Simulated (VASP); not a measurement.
SnSe:

```
Sn Se
1.0
     0.00000    3.01000    3.01000
     3.01000    0.00000    3.01000
     3.01000    3.01000    0.00000
Sn Se
1 1
Direct
  0.00000 0.00000 0.00000
  0.50000 0.50000 0.50000
```

Measurements of this composition are mostly on another form, of space group No. 62.

- Program: VASP 6.6.1
- Task: relaxation of cell and atoms
- Functional: PBEsol
- Potentials or basis: VASP PAW PBE potentials, release 64 (Sn_d, Se)
- Cutoff: 600 eV
- k mesh: 10 × 10 × 10
- Occupations: gaussian, width 0.03 eV
- Spin: no spin polarisation

At the start: pressure -1.8 GPa; volume 27.27 Å³/atom.

Question: Where does the relaxation end?

Answer: Over 3 steps the energy falls by 5.3 meV/atom and the volume is 26.35 Å³/atom (-3.4 %); space group Fm-3m (No. 225, to 0.05 Å).

Step by step:
```
step  energy change (eV)  largest force (eV/Å)  pressure (GPa)  volume (Å³)
   1              0.0000                0.0000           -1.79        54.54
   2             -0.0096                0.0000            0.58        52.17
   3             -0.0105                0.0000            0.01        52.71
```

Final structure:
```
Sn Se
1.0
     0.00000    2.97584    2.97584
     2.97584    0.00000    2.97584
     2.97584    2.97584    0.00000
Sn Se
1 1
Direct
  0.00000 0.00000 0.00000
  0.50000 0.50000 0.50000
```

Caveat: the PAW data sets were made with another functional, which shifts forces and pressure a little.
